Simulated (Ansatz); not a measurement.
# Ti3Al: the cost of one run

Method: DFT LDA, scalar-relativistic, plane waves, PAW, in Ansatz 0.2.0.

2 further runs of the same task are left out: 1 that didn't finish, 1 set aside as unsound or not needed.

### Step 1. The system as given

The structure is hexagonal, space group P-6m2 (No. 187). Conventional cell: a = 2.861 Å, b = 2.861 Å, c = 9.051 Å, α = 90.00°, β = 90.00°, γ = 120.00°. Ti (site symmetry -6m2) is surrounded by 12 Ti at 2.79 to 2.86 Å. Ti (site symmetry 3m) has 9 Ti at 2.79 to 2.86 Å and 3 Al at 2.81 Å as nearest neighbours. Al (site symmetry -6m2) is surrounded by 6 Ti at 2.81 Å and 6 Al at 2.86 Å.

Coordinates:

```cif
data_structure
_symmetry_space_group_name_H-M 'P 1'
_symmetry_Int_Tables_number 1
_cell_length_a 2.8609
_cell_length_b 2.8609
_cell_length_c 9.0513
_cell_angle_alpha 90.000
_cell_angle_beta 90.000
_cell_angle_gamma 120.000
_cell_volume 64.16
loop_
_atom_site_label
_atom_site_type_symbol
_atom_site_fract_x
_atom_site_fract_y
_atom_site_fract_z
_atom_site_occupancy
Ti1 Ti 0.66667 0.33333 0.00000 1
Ti2 Ti 0.33333 0.66667 0.75152 1
Ti3 Ti 0.33333 0.66667 0.24848 1
Al1 Al 0.66667 0.33333 0.50000 1
```

It goes back to an entry of the Materials Project, which need not be the stable form.

This cell was relaxed beforehand with the same method: volume 16.04 Å³/atom, gap on the mesh none (metal).

### Step 2. What is varied

The energy is mapped over two normal modes frozen in (zone-centre modes of the cell shown).

- amplitude of mode 4 (88 cm⁻¹), largest displacement: 7 values from −0.396 to 0.396 Å
- amplitude of mode 5 (88 cm⁻¹), largest displacement: 7 values from −0.396 to 0.396 Å

Nothing else is relaxed (the cell and all other modes fixed). Energies count from the relaxed high-symmetry cell. Points are written as (first, second).

The modes come from a phonon run on the reference cell, made beforehand.

The patterns, per unit of each coordinate (Å):

```csv
atom,x1,y1,z1,x2,y2,z2
Ti1,1.000,0.000,0.000,0.000,1.000,0.000
Ti2,-0.346,0.000,0.000,0.000,-0.346,0.000
Ti3,-0.346,0.000,0.000,0.000,-0.346,0.000
Al4,-0.545,0.000,0.000,0.000,-0.545,0.000
```

### Step 3. The run at (−0.396 Å, −0.396 Å)

The input, input.yaml:

```yaml
crystal:
  lattice:
    - [2.8609400907, 0.0, 0.0]
    - [-1.4304700453, 2.4776467973, 0.0]
    - [0.0, 0.0, 9.0513401041]
  atoms:
    - { symbol: Ti, position: [0.4483360876, 0.1735042566, 0.0] }
    - { symbol: Ti, position: [0.4089718327, 0.7220378912, 0.751522362] }
    - { symbol: Ti, position: [0.4089718327, 0.7220378912, 0.248477638] }
    - { symbol: Al, position: [0.7856240692, 0.4204161959, 0.5] }
basis:
  ecutwfc: 520.0
kpoints:
  mp_grid: { grid: [15, 15, 6] }
hamiltonian:
  xc: lda
  pseudopotentials: { kind: paw, azcp: { folder: soft_1 } }
scf:
  occupations: { method: gaussian, width: 0.15 }
output:
  forces: true
  stress: true
  eigenvalues: true
  write_density: true
  write_potential: true
  elf: true
  volumetric_format: npy
```

Run with:

```console
$ ansatz run input.yaml --threads 2 --pin off --max-ram 4096MiB --backend cpu --events-out ev --progress --plain --runs-dir out
```

**Question.** How long does this run take on 2 threads of Arm Neoverse N1, shared host, and how much memory does it need?

About 1.8 min, with a peak of 0.91 GiB.
